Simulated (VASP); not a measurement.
# ZnS (F-43m) in VASP: a series of runs, part 2 of 3

VASP 6.6.1. Earlier steps stand in the parts before.

### Step 3. Dielectric tensor, PBE

INCAR

```
PREC     = Accurate       # precision mode
ENCUT    = 250            # plane-wave cutoff, eV
EDIFF    = 1E-8           # SCF threshold, eV
ISMEAR   = 0              # smearing method
SIGMA    = 0.01           # smearing width, eV
LREAL    = F              # projectors in reciprocal space
LASPH    = T              # aspherical terms in the spheres
NELM     = 100            # most SCF steps
ALGO     = Normal         # electronic algorithm
ISIF     = 2              # what is computed and relaxed
LWAVE    = F              # write WAVECAR
LCHARG   = F              # write CHGCAR
GGA      = PE             # functional
LEPSILON = T              # dielectric tensor by DFPT
```

KPOINTS

```
regular mesh
0
Gamma
  10 10 10
```

POSCAR

```
ZnS
1.0
    0.0000000000      2.7020000000      2.7020000000
    2.7020000000      0.0000000000      2.7020000000
    2.7020000000      2.7020000000      0.0000000000
Zn S
1 1
Direct
    0.7500000000      0.7500000000      0.7500000000
    0.0000000000      0.0000000000      0.0000000000
```

Potentials or basis: VASP PAW PBE potentials, release 64 (Zn, S).

On the command line:

```sh
$ cat potpaw_PBE.64/Zn/POTCAR potpaw_PBE.64/S/POTCAR > POTCAR
$ mpirun -np 1 vasp_std > vasp.out
```

OUTCAR:

```text
PREC = Accurate
   ENCUT = 250
   EDIFF = 1E-8
   ISMEAR = 0
   LREAL = F
   LASPH = T
   NELM = 100
   ISIF = 2
   GGA = PE
   LEPSILON = T

 Found     47 irreducible k-points:

 Following reciprocal coordinates:
            Coordinates               Weight
  0.000000  0.000000  0.000000      1.000000
  0.100000  0.000000  0.000000      8.000000
  0.200000  0.000000  0.000000      8.000000
  0.300000  0.000000  0.000000      8.000000
  0.400000  0.000000  0.000000      8.000000
  0.500000  0.000000  0.000000      4.000000
   k-points           NKPTS =     47   k-points in BZ     NKDIM =     47   number of bands    NBANDS=     13
   number of dos      NEDOS =    301   number of ions     NIONS =      2
   total plane-waves  NPLWV =   8000
   dimension x,y,z NGX =    20 NGY =   20 NGZ =   20
   dimension x,y,z NGXF=    40 NGYF=   40 NGZF=   40
   ions per type =               1   1
   NGX,Y,Z   is equivalent  to a cutoff of   8.70,  8.70,  8.70 a.u.
   NGXF,Y,Z  is equivalent  to a cutoff of  17.40, 17.40, 17.40 a.u.
 SYSTEM =  unknown system
   PREC   = accura    normal or accurate (medium, high low for compatibility)
   ISTART =      0    job   : 0-new  1-cont  2-samecut
   ICHARG =      2    charge: 1-file 2-atom 10-const
   ISPIN  =      1    spin polarized calculation?
   LNONCOLLINEAR =      F non collinear calculations
   LSORBIT =      F    spin-orbit coupling
   LASPH  =      T    aspherical Exc in radial PAW
[... 206 lines left out ...]
  free energy    TOTEN  =        -0.57912838 eV

  energy without entropy =       -0.57912838

------------------------ aborting loop because EDIFF is reached ----------------------------------------

 PIEZOELECTRIC TENSOR FIELD DIRECTION 3  (e Angst)
 -----------------------------------------------------------------------------
    -0.00074 -1.65427  0.00000           ( -0.00000  0.01866  0.00000)
    -1.65427 -0.00074  0.00000           (  0.01866 -0.00000  0.00000)
     0.00000  0.00000 -0.00051           (  0.00000  0.00000 -0.00000)

 PIEZOELECTRIC TENSOR FIELD DIRECTION 3  (C/m^2)
 -----------------------------------------------------------------------------
    -0.00030 -0.67179  0.00000
    -0.67179 -0.00030  0.00000
     0.00000  0.00000 -0.00021

 MACROSCOPIC STATIC DIELECTRIC TENSOR (including local field effects in DFT)
 ------------------------------------------------------
           5.913083     0.000000     0.000000
           0.000000     5.913083     0.000000
           0.000000    -0.000000     5.913083
 ------------------------------------------------------

 PIEZOELECTRIC TENSOR (including local field effects)  for field in x, y, z        (e  Angst)
          XX          YY          ZZ          XY          YZ          ZX
  --------------------------------------------------------------------------------
  x    -0.00000     0.00000    -0.00000     0.00000    -1.66482     0.00000
  y     0.00000     0.00000     0.00000     0.00000     0.00000    -1.66482
  z    -0.00000    -0.00000    -0.00000    -1.66482     0.00000     0.00000

 PIEZOELECTRIC TENSOR (including local field effects)  for field in x, y, z        (C/m^2)
          XX          YY          ZZ          XY          YZ          ZX
  --------------------------------------------------------------------------------
  x    -0.00000     0.00000    -0.00000     0.00000    -0.67607     0.00000
  y     0.00000     0.00000     0.00000     0.00000     0.00000    -0.67607
  z    -0.00000    -0.00000    -0.00000    -0.67607     0.00000     0.00000

 BORN EFFECTIVE CHARGES (including local field effects) (in |e|, cummulative output)
 ---------------------------------------------------------------------------------
 ion    1
    1     2.00170     0.00000     0.00000
    2     0.00000     2.00170     0.00000
    3     0.00000    -0.00000     2.00170
 ion    2
    1    -2.00170    -0.00000    -0.00000
    2    -0.00000    -2.00170    -0.00000
    3     0.00000     0.00000    -2.00170
```

OSZICAR:

```text
N       E                     dE             d eps       ncg     rms          rms(c)
DAV:   1     0.564953857387E+02    0.56495E+02   -0.58343E+03  1222   0.941E+02
DAV:   2    -0.433665591733E+01   -0.60832E+02   -0.58637E+02  1407   0.200E+02
[... 12 lines left out ...]
RMM:   6    -0.578074818044E+00   -0.27050E-03   -0.19126E-04  7961   0.792E-02    0.215E-02
RMM:   7    -0.578995332880E+00   -0.92051E-03   -0.24532E-05  7716   0.294E-02    0.339E-03
RMM:   8    -0.579126911160E+00   -0.13158E-03   -0.32951E-06  7920   0.886E-03    0.191E-03
RMM:   9    -0.579122487145E+00    0.44240E-05   -0.22291E-06  7759   0.385E-03    0.427E-04
RMM:  10    -0.579128166608E+00   -0.56795E-05   -0.27919E-07  8153   0.894E-04    0.118E-04
RMM:  11    -0.579130091693E+00   -0.19251E-05   -0.32008E-07  7031   0.304E-04    0.443E-05
RMM:  12    -0.579128384511E+00    0.17072E-05   -0.33794E-08  5164   0.805E-05    0.725E-06
```

stdout:

```text
POSCAR found type information on POSCAR ZnS
 POSCAR found :  2 types and       2 ions
 scaLAPACK will be used
 LDA part: xc-table for (Slater+PW92), standard interpolation
 POSCAR, INCAR and KPOINTS ok, starting setup
 FFT: planning ... GRIDC
 FFT: planning ... GRID_SOFT
 FFT: planning ... GRID
 WAVECAR not read
 entering main loop
 Linear response reoptimize wavefunctions to high precision
 Linear response G [H, r] |phi>, progress :
  Direction:   1
 Linear response G [H, r] |phi>, progress :
  Direction:   2
 Linear response G [H, r] |phi>, progress :
  Direction:   3
 Linear response to external field (no local field effect), progress :
  Direction:   1
 dielectric tensor                  component  1 :     7.074     2.683     0.671
 Linear response to external field (no local field effect), progress :
  Direction:   2
 dielectric tensor                  component  2 :     2.684     7.451    -1.005
 Linear response to external field (no local field effect), progress :
  Direction:   3
 dielectric tensor                  component  3 :     0.668    -1.004     4.355
 Linear response to external field, progress :
  Direction:   1
 dielectric tensor                  component  1 :     5.913     1.020     0.597
 Linear response to external field, progress :
  Direction:   2
 dielectric tensor                  component  2 :     0.914     5.913     0.494
 Linear response to external field, progress :
  Direction:   3
 dielectric tensor                  component  3 :     0.739     0.879     5.913
 Born effective charges drift removed
```

Wall time 95 s (1 thread of Intel Xeon Platinum 8488C (Sapphire Rapids), shared host); peak memory 0.19 GiB.

The run converged, but a check on its numbers failed (symmetry, net force, bounds or a known fault of this set-up), so they aren't taken as properties of the crystal.

Caveat: the cutoff lies under the usual one of these potentials, so the numbers hold a large basis-set error.

### Step 4. Dielectric tensor, PBE

INCAR, as its differences from that of step 3:

```diff
@@ -1,3 +1,3 @@
 PREC     = Accurate       # precision mode
-ENCUT    = 250            # plane-wave cutoff, eV
+ENCUT    = 600            # plane-wave cutoff, eV
 EDIFF    = 1E-8           # SCF threshold, eV
```

KPOINTS

```
regular mesh
0
Gamma
  7 7 7
```

POSCAR is that of step 3.

Potentials or basis: VASP PAW PBE potentials, release 64 (Zn, S).

On the command line:

```sh
$ cat potpaw_PBE.64/Zn/POTCAR potpaw_PBE.64/S/POTCAR > POTCAR
$ mpirun -np 1 vasp_std > vasp.out
```

OUTCAR:

```text
PREC = Accurate
   ENCUT = 600
   EDIFF = 1E-8
   ISMEAR = 0
   LREAL = F
   LASPH = T
   NELM = 100
   ISIF = 2
   GGA = PE
   LEPSILON = T

 Found     20 irreducible k-points:

 Following reciprocal coordinates:
            Coordinates               Weight
  0.000000  0.000000  0.000000      1.000000
  0.142857  0.000000  0.000000      8.000000
  0.285714  0.000000  0.000000      8.000000
  0.428571  0.000000  0.000000      8.000000
  0.142857  0.142857  0.000000      6.000000
  0.285714  0.142857  0.000000     24.000000
   k-points           NKPTS =     20   k-points in BZ     NKDIM =     20   number of bands    NBANDS=     13
   number of dos      NEDOS =    301   number of ions     NIONS =      2
   total plane-waves  NPLWV =  32768
   dimension x,y,z NGX =    32 NGY =   32 NGZ =   32
   dimension x,y,z NGXF=    64 NGYF=   64 NGZF=   64
   ions per type =               1   1
   NGX,Y,Z   is equivalent  to a cutoff of  13.92, 13.92, 13.92 a.u.
   NGXF,Y,Z  is equivalent  to a cutoff of  27.84, 27.84, 27.84 a.u.
 SYSTEM =  unknown system
   PREC   = accura    normal or accurate (medium, high low for compatibility)
   ISTART =      0    job   : 0-new  1-cont  2-samecut
   ICHARG =      2    charge: 1-file 2-atom 10-const
   ISPIN  =      1    spin polarized calculation?
   LNONCOLLINEAR =      F non collinear calculations
   LSORBIT =      F    spin-orbit coupling
   LASPH  =      T    aspherical Exc in radial PAW
   ENCUT  =  600.0 eV  44.10 Ry    6.64 a.u.   7.63  7.63  7.63*2*pi/ulx,y,z
   NELM   =    100;   NELMIN=  2; NELMDL= -5     # of ELM steps
   EDIFF  = 0.1E-07   stopping-criterion for ELM
   LREAL  =      F    real-space projection
   EDIFFG = 0.1E-06   stopping-criterion for IOM
   NSW    =      0    number of steps for IOM
   IBRION =     -1    ionic relax: 0-MD 1-quasi-New 2-CG
   NFREE  =      0    steps in history (QN), initial steepest desc. (CG)
   ISIF   =      2    stress and relaxation
   ISYM   =      2    0-nonsym 1-usesym 2-fastsym
   POTIM  = 0.5000    time-step for ionic-motion
   TEBEG  =    0.0;   TEEND  =   0.0 temperature during run
   PSTRESS=    0.0 pullay stress
   NELECT =      18.0000    total number of electrons
   NUPDOWN=      -1.0000    fix difference up-down
   EMIN   =  10.00;   EMAX   =-10.00  energy-range for DOS
   EFERMI =   0.00;   METHOD = LEGACY
   ISMEAR =     0;   SIGMA  =   0.01  broadening in eV -4-tet -1-fermi 0-gaus
   EFERMI_NEDOS =   21; number of points for ismear=-14 and -15
   IALGO  =     38    algorithm
   IMIX   =      4    mixing-type and parameters
     AMIX     =   0.40;   BMIX     =  1.00
     AMIX_MAG =   1.60;   BMIX_MAG =  1.00
  volume/ion in A,a.u.               =      19.73       133.12
  Fermi-wavevector in a.u.,A,eV,Ry     =   1.260290  2.381602 21.610537  1.588330
  Thomas-Fermi vector in A             =   2.393807
   LORBIT       =      0    0 simple, 1 ext, 2 COOP (PROOUT), +10 PAW based schemes
   GGA     = PE    functional components
   LHFCALC =     F    Hartree Fock is set to
   AEXX    =    0.0000 exact exchange contribution
   IVDW    =     0    specifies the selected vdW correction
   LEPSILON=     T    determine dielectric tensor
   LRPA    =     F    only Hartree local field effects (RPA)
 non-spin polarized calculation
 Gauss-broadening in eV      SIGMA  =   0.01
  energy-cutoff  :      600.00
  volume of cell :       39.45
 maximum number of plane-waves:      1363
[... 111 lines left out ...]
  FORCE on cell =-STRESS in cart. coord.  units (eV):
  Direction    XX          YY          ZZ          XY          YZ          ZX
  --------------------------------------------------------------------------------------
  -------------------------------------------------------------------------------------
  Total        0.4341677      0.4341677      0.4341677      0.0000000      0.0000000      0.0000000
  in kB       17.6312083     17.6312083     17.6312083      0.0000000      0.0000000      0.0000000
  external PRESSURE =      17.6312083 kB  Pullay stress =       0.0000000 kB

 VOLUME and BASIS-vectors are now :
 -----------------------------------------------------------------------------
  energy-cutoff  :      600.00
  volume of cell :       39.45
      direct lattice vectors                 reciprocal lattice vectors
     0.000000000  2.702000000  2.702000000    -0.185048113  0.185048113  0.185048113
     2.702000000  0.000000000  2.702000000     0.185048113 -0.185048113  0.185048113
     2.702000000  2.702000000  0.000000000     0.185048113  0.185048113 -0.185048113

 POSITION                                       TOTAL-FORCE (eV/Angst)
 -----------------------------------------------------------------------------------
      4.05300      4.05300      4.05300        -0.000000     -0.000000     -0.000000
      0.00000      0.00000      0.00000         0.000000      0.000000      0.000000
 -----------------------------------------------------------------------------------
    total drift:                                0.000001      0.000001      0.000001

  FREE ENERGIE OF THE ION-ELECTRON SYSTEM (eV)
  ---------------------------------------------------
  free  energy   TOTEN  =        -6.8464409870 eV

  energy  without entropy=       -6.8464409870  energy(sigma->0) =       -6.84644099

 HEAD OF MICROSCOPIC STATIC DIELECTRIC TENSOR (INDEPENDENT PARTICLE, excluding Hartree and local field effects)
 ------------------------------------------------------
           6.479408     0.000000     0.000000
           0.000000     6.479408     0.000000
          -0.000000     0.000000     6.479408
 ------------------------------------------------------

 Free energy of the ion-electron system (eV)
  ---------------------------------------------------
  ---------------------------------------------------
  free energy    TOTEN  =        -0.60123420 eV

  energy without entropy =       -0.60123420

------------------------ aborting loop because EDIFF is reached ----------------------------------------

--------------------------------------- Ionic step        2  -------------------------------------------

------------------------ aborting loop because EDIFF is reached ----------------------------------------

--------------------------------------- Ionic step        3  -------------------------------------------

 Free energy of the ion-electron system (eV)
  ---------------------------------------------------
  ---------------------------------------------------
  free energy    TOTEN  =        -0.60123431 eV

  energy without entropy =       -0.60123431

------------------------ aborting loop because EDIFF is reached ----------------------------------------

 PIEZOELECTRIC TENSOR FIELD DIRECTION 3  (e Angst)
 -----------------------------------------------------------------------------
    -0.00103 -1.66641  0.00000           (  0.00000  0.02723  0.00000)
    -1.66641 -0.00103  0.00000           (  0.02723  0.00000  0.00000)
     0.00000  0.00000  0.00054           (  0.00000  0.00000 -0.00000)

 PIEZOELECTRIC TENSOR FIELD DIRECTION 3  (C/m^2)
 -----------------------------------------------------------------------------
    -0.00042 -0.67672  0.00000
    -0.67672 -0.00042  0.00000
     0.00000  0.00000  0.00022

 MACROSCOPIC STATIC DIELECTRIC TENSOR (including local field effects in DFT)
 ------------------------------------------------------
           6.097556     0.000000    -0.000000
           0.000000     6.097556     0.000000
           0.000000     0.000000     6.097556
 ------------------------------------------------------

 PIEZOELECTRIC TENSOR (including local field effects)  for field in x, y, z        (e  Angst)
          XX          YY          ZZ          XY          YZ          ZX
  --------------------------------------------------------------------------------
  x    -0.00000     0.00000     0.00000    -0.00000    -1.68926    -0.00000
  y    -0.00000     0.00000     0.00000     0.00000    -0.00000    -1.68926
  z     0.00000     0.00000     0.00000    -1.68926     0.00000    -0.00000

 PIEZOELECTRIC TENSOR (including local field effects)  for field in x, y, z        (C/m^2)
          XX          YY          ZZ          XY          YZ          ZX
  --------------------------------------------------------------------------------
  x    -0.00000     0.00000     0.00000    -0.00000    -0.68600    -0.00000
  y    -0.00000     0.00000     0.00000     0.00000    -0.00000    -0.68600
  z     0.00000     0.00000     0.00000    -0.68600     0.00000    -0.00000

 BORN EFFECTIVE CHARGES (including local field effects) (in |e|, cummulative output)
 ---------------------------------------------------------------------------------
 ion    1
    1     2.02917     0.00000     0.00000
    2     0.00000     2.02917     0.00000
    3     0.00000     0.00000     2.02917
 ion    2
    1    -2.02917     0.00000     0.00000
    2     0.00000    -2.02917     0.00000
    3     0.00000     0.00000    -2.02917
```

It took 2.3 min on 1 thread of Intel Xeon Platinum 8488C (Sapphire Rapids), shared host; peak memory 0.26 GiB.

These settings aren't checked as converged: the numbers below hold their error.

What came out:

```yaml
Band_gap_on_the_k_mesh: 2.11 eV, direct
Electronic_dielectric_tensor_diagonal: 6.10
Born_charges_mean_of_the_diagonal: Zn +2.03; S -2.03 e
```

[end of part 2 of 3]
